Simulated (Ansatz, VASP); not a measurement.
## Au in VASP and in Ansatz

Contents of INCAR:

```
PREC = Accurate ; ENCUT = 520
EDIFF = 1E-7 ; ISMEAR = 0
SIGMA = 0.15 ; LREAL = False
LASPH = True ; NELM = 100
ALGO = Fast ; ISIF = 2
LWAVE = False ; LCHARG = False
GGA = PE ; NBANDS = 12
```

KPOINTS

```
Automatic mesh
0
Gamma
  22 22 22
```

Contents of POSCAR:

```
Au
1.0
    0.0000000000      2.0455000000      2.0455000000
    2.0455000000      0.0000000000      2.0455000000
    2.0455000000      2.0455000000      0.0000000000
Au
1
Direct
    0.0000000000      0.0000000000      0.0000000000
```

Input for Ansatz:

```yaml
crystal:
  lattice:
    - [0.0, 2.0455, 2.0455]
    - [2.0455, 0.0, 2.0455]
    - [2.0455, 2.0455, 0.0]
  atoms:
    - { symbol: Au, position: [0.0, 0.0, 0.0] }
basis:
  ecutwfc: 420
kpoints:
  mp_grid: { grid: [22, 22, 22] }
hamiltonian:
  xc: pbe
scf:
  occupations: { method: gaussian, width: 0.15 }
output:
  forces: true
  stress: true
  eigenvalues: true
  write_density: true
  write_potential: true
  elf: true
  volumetric_format: npy
```

Alike in both runs: task single point; functional PBE; k mesh 22 × 22 × 22; occupations gaussian, width 0.15 eV; no spin polarisation.

|  | VASP | Ansatz |
| --- | --- | --- |
| version | VASP 6.6.1 | Ansatz 0.2.0 |
| potentials or method | VASP PAW PBE potentials, release 64 (Au) | scalar-relativistic, plane waves, PAW |
| plane-wave cutoff (eV) | 520 | 420 |
| valence electrons in the cell | 11 | 19 |

```csv
,VASP,Ansatz,Ansatz less VASP
gap on the k mesh at the Fermi level (eV),none,none,-
pressure (GPa),7.6,7.9,+0.24
```

A gap of «none» marks a metal or a gap that the smearing closes. The functional is the same, so the differences come from potentials, cutoffs and numerics. The two sets of potentials don't hold the same shells in valence.

The runs have no spin-orbit coupling, so splittings on Au are missing.
